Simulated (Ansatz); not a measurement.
**W2COS MXene monolayer in a perpendicular field**

What dipole does a perpendicular field induce in the W2COS MXene monolayer? A positive field points along +c.

Main program and level: Ansatz 0.2.0; plane-wave DFT, PBE-D3(BJ), Ansatz PAW (set soft_1); PAW set soft_1.

**1. The starting structure**

The cell holds 5 atoms: 1 S, 2 W, 1 C and 1 O. Cell: a = 3.125 Å, b = 3.125 Å, c = 41.617 Å, α = 90.0°, β = 90.0°, γ = 120.0°. Vacuum lies along c.

**2. Relaxation**

The starting cell is a guess, so the in-plane lattice and the atoms are relaxed first, with the slab cut off from its images along the normal.

File input.yaml:

```yaml
crystal:
  lattice:
    - [3.125408, 0.0, 0.0]
    - [-1.562704, 2.7066827252, 0.0]
    - [0.0, 0.0, 41.6172382408]
  atoms:
    - { symbol: S, position: [0.3333333333, 0.6666666667, 0.4361173583] }
    - { symbol: W, position: [0.6666666667, 0.3333333333, 0.477971162] }
    - { symbol: C, position: [0.0, 0.0, 0.5076031794] }
    - { symbol: W, position: [0.3333333333, 0.6666666667, 0.5372351969] }
    - { symbol: O, position: [0.6666666667, 0.3333333333, 0.5638826417] }
  periodic: [true, true, false]
kpoints:
  mp_grid: { grid: [12, 12, 1] }
hamiltonian:
  xc: pbe
  dispersion: d3bj
  pseudopotentials: { kind: paw, azcp: { folder: soft_1 } }
scf:
  occupations: { method: fermi_dirac, width: 0.05 }
  convergence: { dr2_threshold: 1.0e-09 }
relax:
  f_tol: 0.004
  max_steps: 90
  cell: {}
output:
  write_potential: true
  write_density: true
  volumetric_format: npy
```

Started as:

```console
> ansatz run input.yaml --threads 2 --pin off --max-ram 3072MiB --backend cpu --events-out ev --progress --plain --runs-dir out
```

Numbers of over 12 decimals in the logs are rounded to 6 here.

Output:

```text
Warning: relax.cell: scf.convergence.dr2_threshold = 1e-9 eV is looser than the 2.13112571672e-10 eV advised for a relaxation that steers and ends on the stress (1e-10 eV for each atom of the cell: 5, times the square of relax.cell.stress_2d_tol = 0.05 N/m over 15.3 Å (the atoms' height at the walk's start and 5 Å past either face), 3.264e-2 GPa, over a crystal's default 0.05). What an SCF threshold leaves in a stress goes as its square root, and in the free energy as the threshold itself, and one threshold admits the most on a small cell: [figures from the program's tests cut] Set scf.convergence.dr2_threshold to 2.13112571672e-10 eV or tighter. [rest of the remark cut]
Engine: ansatz 0.2.0, aarch64-unknown-linux-gnu
Pseudopotentials: kind: paw
Pseudopotential: S, paw, valence charge 6, recommended cutoff 420 eV (normal), soft_1/S.paw.azcp
Pseudopotential: W, paw, valence charge 14, recommended cutoff 420 eV (normal), soft_1/W.paw.azcp
Pseudopotential: C, paw, valence charge 4, recommended cutoff 420 eV (normal), soft_1/C.paw.azcp
Pseudopotential: O, paw, valence charge 6, recommended cutoff 420 eV (normal), soft_1/O.paw.azcp
Functional definition: PBE
  parameter kappa = 0.804
  parameter beta = 0.066725
  exchange = pbe_x(kappa = kappa, mu = beta*pi^2/3)
  correlation = pbe_c(beta = beta)
Crystal: 5 atoms, lattice volume = 352.061 Å³
Basis set: ecut = 420 eV, 6823 PW (Γ), exchange–correlation on 48×48×576 points (8 copies of the dense FFT grid, shifted against one another)
Bands: 27, of which v1, the nominal top of the filled ones, is band 22 counted from 1 (21 counted from 0)
Symmetry: 6 space group operations
Space group: P3m1 (ITA 156), of the structure as read, at distance tolerance 7.1e-5 Å
k-points: 19 of 144 (time reversal used)
Non-local potential: S, projectors of the file, l = 0: 2, l = 1: 2, l = 2: 1
Non-local potential: W, projectors of the file, l = 0: 3, l = 1: 2, l = 2: 2, l = 3: 1
Non-local potential: C, projectors of the file, l = 0: 2, l = 1: 2, l = 2: 1
Non-local potential: O, projectors of the file, l = 0: 2, l = 1: 2, l = 2: 1
PAW form: soft (Blöchl's): semilocal exchange-correlation on the pseudo side does not see the compensation charge
PAW one-centre angular grid: S, 110 points (default); XC on 64 Gauss nodes
PAW one-centre angular grid: W, 590 points (default); XC on 64 Gauss nodes
PAW one-centre angular grid: C, 110 points (default); XC on 64 Gauss nodes
PAW one-centre angular grid: O, 110 points (default); XC on 64 Gauss nodes
Initial density: superposition of atomic densities (neutral atoms: chi_scale 0, normalization atom)
Initial wavefunctions: pseudopotential atomic-orbital guess
Functional: x = pbe(κ = 0.804, μ = 0.219515), c = pbe(β = 0.066725)
SCF iter   1: F=—  HF=-22497.524397 eV  |F-HF|=—  |Δ(HF+E_count)|=         —  Δρ=5.78e-2  dr2=1.60e1  ethr=3.10e-3  ⟨swp⟩=15.6  Hψ=4189  notcnv=0
preconditioner: auto → LDOS  [metal: Δε(μ)=0.077 eV  Ē_g=9.470 eV  σ=0.050 eV  W_gap=0.36  n_scr=24 (ndim 8)  ℏωp=10.5 eV  f_vac=0.786  D(μ)=2.07/eV (n_scr^D=12)  β→1.0]
SCF iter   2: F=—  HF=-22495.274248 eV  |F-HF|=—  |Δ(HF+E_count)|=    2.25e0  Δρ=5.43e-2  dr2=1.16e1  ethr=3.10e-3  ⟨swp⟩=5.6  Hψ=2021  notcnv=0  defer=1
SCF iter   3: F=—  HF=-22493.696595 eV  |F-HF|=—  |Δ(HF+E_count)|=    1.58e0  Δρ=1.06e-2  dr2=5.52e-1  ethr=3.10e-3  ⟨swp⟩=5.2  Hψ=1801  notcnv=0
SCF iter   4: F=—  HF=-22493.624725 eV  |F-HF|=—  |Δ(HF+E_count)|=   7.19e-2  Δρ=2.40e-3  dr2=4.21e-2  ethr=1.25e-3  ⟨swp⟩=3.2  Hψ=1059  notcnv=0
SCF iter   5: F=—  HF=-22493.621601 eV  |F-HF|=—  |Δ(HF+E_count)|=   3.12e-3  Δρ=6.30e-4  dr2=4.17e-3  ethr=9.58e-5  ⟨swp⟩=3.5  Hψ=1364  notcnv=0
SCF iter   6: F=—  HF=-22493.621623 eV  |F-HF|=—  |Δ(HF+E_count)|=   2.20e-5  Δρ=2.52e-4  dr2=5.13e-4  ethr=9.48e-6  ⟨swp⟩=3.2  Hψ=995  notcnv=0
SCF iter   7: F=—  HF=-22493.621644 eV  |F-HF|=—  |Δ(HF+E_count)|=   2.07e-5  Δρ=4.62e-5  dr2=2.35e-5  ethr=1.17e-6  ⟨swp⟩=3.5  Hψ=1114  notcnv=0
SCF iter   8: F=—  HF=-22493.621656 eV  |F-HF|=—  |Δ(HF+E_count)|=   1.19e-5  Δρ=1.81e-5  dr2=7.19e-7  ethr=5.34e-8  ⟨swp⟩=3.8  Hψ=1227  notcnv=0
SCF iter   9: F=—  HF=-22493.621656 eV  |F-HF|=—  |Δ(HF+E_count)|=   1.74e-7  Δρ=4.38e-6  dr2=7.90e-8  ethr=1.63e-9  ⟨swp⟩=3.8  Hψ=1306  notcnv=0
SCF iter  10: F=—  HF=-22493.621656 eV  |F-HF|=—  |Δ(HF+E_count)|=   1.40e-7  Δρ=1.20e-6  dr2=7.58e-9  ethr=1.80e-10  ⟨swp⟩=3.4  Hψ=1142  notcnv=0
SCF iter  11: F=—  HF=-22493.621656 eV  |F-HF|=—  |Δ(HF+E_count)|=   5.00e-8  Δρ=5.00e-7  dr2=2.24e-9  ethr=2.27e-12  ⟨swp⟩=14.8  Hψ=5178  notcnv=0
SCF iter  12: F=-22493.621656 eV  HF=-22493.621656 eV  |F-HF|=2.64e-9  |Δ(HF+E_count)|=   1.45e-8  Δρ=2.37e-7  dr2=2.76e-10  ethr=2.27e-12  ⟨swp⟩=12.2  Hψ=4270  notcnv=0
SCF 1 converged in 12 iterations: F = -22493.621656 eV  dr2 = 2.76e-10
  greatest PAW one-centre occupation: 0.999 electrons in one spin orbital (limit 2), on the W atom at site 3 (counted from 0), in its partial waves of l = 0
relax step   1: F+E_penalty+E_count = -22493.62165593 eV  Δ(F+E_penalty+E_count) = +0.000e0 eV  max|allowed force component| = 1.968e0 eV/Å  Δτ_max = 0.0000 Å  P = -7.272 N/m  Ω = 352.061 Å³  fix = [c, alpha, beta]  reactions: c -0.000 N/m  (12 SCF iters, accepted)
Crystal: 5 atoms, lattice volume = 350.481 Å³
Basis set: ecut = 420 eV, 6811 PW (Γ), exchange–correlation on 48×48×576 points (8 copies of the dense FFT grid, shifted against one another)
Initial density: handed on by an earlier stage of this run
Initial wavefunctions: those handed on with the density
iter 1 solved again at ethr=1.20e-3 eV; its pass at ethr=3.10e-3 eV (dr2=5.27e-1 eV) is discarded
SCF iter   1: F=—  HF=-22494.055200 eV  |F-HF|=—  |Δ(HF+E_count)|=         —  Δρ=9.68e-3  dr2=5.37e-1  ethr=1.20e-3  ⟨swp⟩=1.7  Hψ=5099  notcnv=0
preconditioner: auto → LDOS  [insulator: Δε(μ)=0.262 eV  Ē_g=8.802 eV  σ=0.050 eV  W_gap=0.55  n_scr=24 (ndim 8)  ℏωp=10.5 eV  f_vac=0.803  D(μ)=1.21/eV (n_scr^D=10)  ε∞_Penn≈2.4  β→1.0]
SCF iter   2: F=—  HF=-22494.046482 eV  |F-HF|=—  |Δ(HF+E_count)|=   8.72e-3  Δρ=6.09e-3  dr2=5.18e-1  ethr=1.20e-3  ⟨swp⟩=4.4  Hψ=1223  notcnv=0  defer=1
SCF iter   3: F=—  HF=-22493.990135 eV  |F-HF|=—  |Δ(HF+E_count)|=   5.63e-2  Δρ=8.23e-4  dr2=3.91e-3  ethr=1.18e-3  ⟨swp⟩=3.7  Hψ=1008  notcnv=0
SCF iter   4: F=—  HF=-22493.992990 eV  |F-HF|=—  |Δ(HF+E_count)|=   2.85e-3  Δρ=6.76e-4  dr2=1.65e-3  ethr=8.89e-6  ⟨swp⟩=3.9  Hψ=1389  notcnv=0
SCF iter   5: F=—  HF=-22493.992639 eV  |F-HF|=—  |Δ(HF+E_count)|=   3.51e-4  Δρ=1.56e-4  dr2=6.22e-5  ethr=3.74e-6  ⟨swp⟩=3.1  Hψ=956  notcnv=0
[...]
SCF iter   9: F=-22494.018619 eV  HF=-22494.018619 eV  |F-HF|=9.26e-9  |Δ(HF+E_count)|=   1.29e-8  Δρ=2.34e-7  dr2=9.85e-11  ethr=2.27e-12  ⟨swp⟩=14.1  Hψ=4909  notcnv=0
SCF 3 converged in 9 iterations: F = -22494.018619 eV  dr2 = 9.85e-11
relax step   3: F+E_penalty+E_count = -22494.01861899 eV  Δ(F+E_penalty+E_count) = -2.593e-2 eV  max|allowed force component| = 4.273e-1 eV/Å  Δτ_max = 0.0447 Å  P = +0.510 N/m  Ω = 361.420 Å³  energy of the carried Pulay correction = -2.312e-3 eV  fix = [c, alpha, beta]  reactions: c +0.000 N/m  (9 SCF iters, accepted)
[...]
relax step   4: F+E_penalty+E_count = -22494.02256957 eV  Δ(F+E_penalty+E_count) = -3.951e-3 eV  max|allowed force component| = 3.777e-1 eV/Å  Δτ_max = 0.0425 Å  P = -1.265 N/m  Ω = 360.362 Å³  energy of the carried Pulay correction = -2.054e-3 eV  fix = [c, alpha, beta]  reactions: c -0.000 N/m  (8 SCF iters, accepted)
[...]
relax step   5: F+E_penalty+E_count = -22494.02788305 eV  Δ(F+E_penalty+E_count) = -5.313e-3 eV  max|allowed force component| = 1.312e-1 eV/Å  Δτ_max = 0.0164 Å  P = +0.047 N/m  Ω = 359.520 Å³  energy of the carried Pulay correction = -1.848e-3 eV  fix = [c, alpha, beta]  reactions: c +0.000 N/m  (8 SCF iters, accepted)
[...]
relax step   6: F+E_penalty+E_count = -22494.02822441 eV  Δ(F+E_penalty+E_count) = -3.414e-4 eV  max|allowed force component| = 1.588e-2 eV/Å  Δτ_max = 0.0045 Å  P = -0.001 N/m  Ω = 359.752 Å³  energy of the carried Pulay correction = -1.905e-3 eV  fix = [c, alpha, beta]  reactions: c -0.000 N/m  (7 SCF iters, accepted)
[...]
relax step   7: F+E_penalty+E_count = -22494.02823679 eV  Δ(F+E_penalty+E_count) = -1.238e-5 eV  max|allowed force component| = 2.850e-3 eV/Å  Δτ_max = 0.0005 Å  P = +0.002 N/m  Ω = 359.733 Å³  energy of the carried Pulay correction = -1.900e-3 eV  fix = [c, alpha, beta]  reactions: c +0.000 N/m  (5 SCF iters, accepted)
[...]
relax step   8: F+E_penalty+E_count = -22494.03041649 eV  Δ(F+E_penalty+E_count) = -2.180e-3 eV  max|allowed force component| = 2.869e-3 eV/Å  Δτ_max = 0.0000 Å  P = +0.051 N/m  Ω = 359.733 Å³  fix = [c, alpha, beta]  reactions: c +0.000 N/m  stress off target by 5.10e-2 N/m on what of the cell is left free  SCF on the basis re-selected at this cell (its energy is not comparable with the rows above)  (5 SCF iters)
[...]
relax step   9: F+E_penalty+E_count = -22494.03039121 eV  Δ(F+E_penalty+E_count) = +2.528e-5 eV  max|allowed force component| = 1.252e-3 eV/Å  Δτ_max = 0.0006 Å  P = +0.002 N/m  Ω = 359.855 Å³  energy of the carried Pulay correction = -3.066e-5 eV  fix = [c, alpha, beta]  reactions: c +0.000 N/m  (5 SCF iters, accepted)
iter 1 solved again at ethr=3.55e-7 eV; its pass at ethr=3.10e-3 eV (dr2=1.56e-4 eV) is discarded
SCF iter   1: F=—  HF=-22494.030359 eV  |F-HF|=—  |Δ(HF+E_count)|=         —  Δρ=3.88e-6  dr2=1.60e-8  ethr=3.55e-7  ⟨swp⟩=7.3  Hψ=7261  notcnv=0
eigensolver tolerance schedule: the retry pair's looser diagonalisation over-reported the residual by 9768.32 of it (diagonalisation noise at an unbounded share of the residual, at the tolerance the schedule requests for it); recorded, not acted on — ethr = c·dr2/N_el stays at c = 1.0e-1
SCF iter   2: F=—  HF=-22494.030422 eV  |F-HF|=—  |Δ(HF+E_count)|=   6.29e-5  Δρ=2.08e-6  dr2=7.15e-8  ethr=3.63e-11  ⟨swp⟩=6.7  Hψ=2350  notcnv=0
SCF iter   3: F=—  HF=-22494.030422 eV  |F-HF|=—  |Δ(HF+E_count)|=   3.22e-9  Δρ=6.00e-7  dr2=4.14e-9  ethr=3.63e-11  ⟨swp⟩=3.4  Hψ=1047  notcnv=0
SCF iter   4: F=-22494.030422 eV  HF=-22494.030422 eV  |F-HF|=3.93e-10  |Δ(HF+E_count)|=  2.44e-10  Δρ=2.37e-7  dr2=7.08e-10  ethr=2.27e-12  ⟨swp⟩=17.2  Hψ=5702  notcnv=0
SCF 10 converged in 4 iterations: F = -22494.030422 eV  dr2 = 7.08e-10
relax step  10: F+E_penalty+E_count = -22494.03042166 eV  Δ(F+E_penalty+E_count) = -3.045e-5 eV  max|allowed force component| = 1.238e-3 eV/Å  Δτ_max = 0.0000 Å  P = +0.002 N/m  Ω = 359.855 Å³  fix = [c, alpha, beta]  reactions: c +0.000 N/m  stress off target by 1.94e-3 N/m on what of the cell is left free  SCF on the basis re-selected at this cell (its energy is not comparable with the rows above)  (4 SCF iters)
basis re-selected at this cell: Δ(F+E_penalty+E_count) = -3.045e-5 eV, ΔP = +0.000 N/m vs the last step (what re-selecting the basis moved, of the pressure what is left beyond the Pulay correction that the steps carried, after the strain that the cell walked since its last selection, with what the two solves' SCF thresholds leave and, on support functions, any second-order correction that the steps lacked; it is no m [...]
WARN: The output density's exchange-correlation potential varies sharply where the density is thin. Do not read a vacuum level from v_tot or v_xc, or from such a field of the output density. On a cell that repeats whose density bears no net charge and no dipole along the vacuum's axis use v_es (v_loc + v_h of the components); under efield.dipole_correction with no amplitude use v_es + v_field, which holds any externa [...]
SCF converged after 4 iterations
Free energy (F): -22494.030422 eV
Harris-Foulkes:  -22494.030422 eV  (|F-HF|=3.93e-10)
Internal energy: -22494.019859 eV  (E = F + TS)
E sigma→0 (E₀):  -22494.025140 eV
Entropy (-TS):   -0.010563 eV (-2.113 meV/atom)
Fermi energy:    -5.303258 eV
--- Per-component energies (eV) ---
  E_band       = -1209.718136
  E_kinetic    = 1205.531939
  E_local      = -174489.235423  (includes V_loc(G=0)·N_el)
  E_nonlocal   = 59.454952
  E_hartree    = 86546.650349
  E_xc         = -743.326255
  E_vxc        = -695.373477  (∫ρ·V_xc dr)
  E_paw        = -18025.674515  (= ΣΔE_a)
  E_vpaw       = -383.394202  (= ΣTr[D̂ρ^β])
  E_aug_tail   = 0.001041  (compensation charges beyond the density's cutoff)
  E_ewald      = 82954.041529
  E_disp       = -1.463478  (pairwise vdW)
  E_smearing   = -0.010563  (= −TS)
  E_closure    = 0.000000  (closes the sum)
  Σ components = -22494.030422   (vs F -22494.030422, Δ=0.00e0)
--- Forces (eV/Å), atoms counted from 1 ---
  atom   1  S      0.00000000    -0.00000000    -0.00123867
  atom   2  W     -0.00000000     0.00000000     0.00103793
  atom   3  C      0.00000000    -0.00000000     0.00115800
  atom   4  W      0.00000000    -0.00000000    -0.00026661
  atom   5  O     -0.00000000     0.00000000    -0.00069163
  max |Σ_I F_I| component: 9.64e-7 eV/Å
--- 2D stress c σ (N/m, compression-positive) ---
        0.001944       0.000000      -0.000000
        0.000000       0.001944      -0.000000
       -0.000000      -0.000000       0.000000
  P = ½ c Tr σ = 0.0019 N/m
--- Band table (eV; the first three rows and the last of 19) ---
  k-point 0: bands = [... 18 lower, -7.9554, -7.9554, -6.6029, -6.6029, -6.4332, -4.7082, -4.7082, -4.2140, ... 1 higher]
  k-point 1: bands = [... 18 lower, -8.1195, -8.0889, -7.1090, -6.4186, -5.9785, -4.6449, -4.5733, -3.9158, ... 1 higher]
  k-point 2: bands = [... 18 lower, -8.2343, -8.0537, -7.6806, -6.2046, -5.5618, -4.6067, -4.1083, -3.6411, ... 1 higher]
  k-point 18: bands = [... 18 lower, -9.8938, -9.7373, -6.2276, -5.9974, -5.6631, -3.9257, -3.3776, -3.1068, ... 1 higher]
  the weakly bound empty levels are not read free of the cell's end (no_gap_told)
--- Relaxed structure (8 steps of the walk, 8 accepted, 2 SCFs on fresh bases) ---
  F+E_penalty+E_count = -22494.03042166 eV   max|allowed force component| = 1.238e-3 eV/Å   (the final SCF, on the basis selected at the relaxed cell)
  cell:  # Å, volume = 359.8551 Å³
    - [3.159817, 0.0, 0]
    - [-1.579908, 2.736482, 0]
    - [0, 0, 41.6172382408]
  atoms:
    - { symbol: S, position: [0.333333, 0.666667, 0.441039] }
    - { symbol: W, position: [0.666667, 0.333333, 0.480738] }
    - { symbol: C, position: [0, 0, 0.507606] }
    - { symbol: W, position: [0.333333, 0.666667, 0.533345] }
    - { symbol: O, position: [0.666667, 0.333333, 0.560082] }
```

The job ended after 93 s (2 threads of Arm Neoverse V2, shared host; peak memory 0.61 GiB; 3 min of CPU time).

Step by step:

| step | energy less that of the first step (eV) | largest force component (eV/Å) | volume (Å³) |
| --- | --- | --- | --- |
| 1 | 0.0000 | 1.9684 | 352.06 |
| 2 | -0.3710 | 0.4706 | 350.48 |
| 3 | -0.3970 | 0.4273 | 361.42 |
| 4 | -0.4009 | 0.3777 | 360.36 |
| 5 | -0.4062 | 0.1312 | 359.52 |
| 6 | -0.4066 | 0.0159 | 359.75 |
| 7 | -0.4066 | 0.0029 | 359.73 |
| 8* | -0.4088 | 0.0029 | 359.73 |
| 9 | -0.4087 | 0.0013 | 359.86 |
| 10* | -0.4088 | 0.0012 | 359.86 |

Relaxation steps marked * repeat the geometry before them on a plane-wave basis chosen anew for their cell, so energy and pressure can jump there.

Forces are held to the 6 operations that the run works with; a distortion that breaks them can't arise in this run.

| cell as run | before | after | change |
| --- | --- | --- | --- |
| a (Å) | 3.125 | 3.160 | +1.1 % |
| b (Å) | 3.125 | 3.160 | +1.1 % |

The atoms that moved most (Å, along periodic axes as changes of fractional coordinates times the final cell, across vacuum about the mean position):

| atom | dx | dy | dz | length |
| --- | --- | --- | --- | --- |
| S1 | 0.000 | 0.000 | 0.205 | 0.205 |
| W4 | 0.000 | 0.000 | -0.162 | 0.162 |
| O5 | 0.000 | 0.000 | -0.158 | 0.158 |
| W2 | 0.000 | 0.000 | 0.115 | 0.115 |

Final coordinates:

```xyz
5
Lattice="3.1598 0.0000 0.0000 -1.5799 2.7365 0.0000 0.0000 0.0000 41.6172" Properties=species:S:1:pos:R:3
S     0.0000    1.8243   18.3548
W     1.5799    0.9122   20.0070
C     0.0000    0.0000   21.1251
W     0.0000    1.8243   22.1963
O     1.5799    0.9122   23.3091
```

Numbers from this step:

```yaml
energy_at_zero_smearing: -22494.0251 eV
```

The lattice constant a goes from 3.125 to 3.160 Å.

[end of part 1 of 2]

[Logs are printed without paths, hosts, clocks, repeated set-up lines and the standing remarks that a program may print on its own settings, such as how far it seeks lower states.]

[Hosts, paths, dates, database ids (printed as entryN), source tags and the programs' standing remarks are cut or masked in the printed files.]

[Maps of the electrostatic potential energy from Ansatz leave out the sawtooth potential of an applied field or a dipole correction, so their vacuum need not be flat; planar profiles and work functions include it.]
